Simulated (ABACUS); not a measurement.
Al under changes of volume

One of the cells (16.603 Å³/atom); the others are scaled copies at fixed shape and fractional positions:

```xyz
1
Lattice="0.0000 2.0248 2.0248 2.0248 0.0000 2.0248 2.0248 2.0248 0.0000" Properties=species:S:1:pos:R:3 pbc="T T T"
Al    0.0000    0.0000    0.0000
```

- Program: ABACUS 3.10.1
- Functional: PBE
- Potentials or basis: PseudoDojo NC SR 0.4.1 PBE standard
- Cutoff: 1361 eV
- Density cutoff: 5442 eV
- Basis: TZDP LCAO (the cutoffs set its grid)
- k mesh: 11 × 11 × 11
- Occupations: fermi-dirac, width 0.05 eV
- Spin: no spin polarisation

| volume (Å³/atom) | energy over the lowest point (meV/atom) | pressure (GPa) |
| --- | --- | --- |
| 15.607 | ? | ? |
| 15.939 | 6.51 | 3.4 |
| 16.271 | 1.44 | 1.6 |
| 16.603 | 0.00 | -0.1 |
| 16.935 | 1.83 | -1.6 |
| 17.267 | 6.58 | -2.9 |
| 17.599 | 13.95 | -4.1 |

Q: What does the run at 15.607 Å³/atom give?

A: Energy over the lowest point 15.64 meV/atom; pressure 5.5 GPa.

Worked out: A Birch-Murnaghan fit of order 3 (a polynomial in V^(-2/3)) to the other rows has its minimum at 16.58 Å³/atom with B0 = V·E''(V) = 79 GPa and B' = 4.5. It gives 15.65 meV/atom at 15.607 Å³/atom, against the run's 15.64, and -dE/dV = 5.5 GPa, against 5.5.

Energies are extrapolated to zero smearing.

Caveats: the atomic orbitals were generated for these runs and aren't a published set; the basis of atomic orbitals isn't converged, which shifts pressures, moduli and gaps.
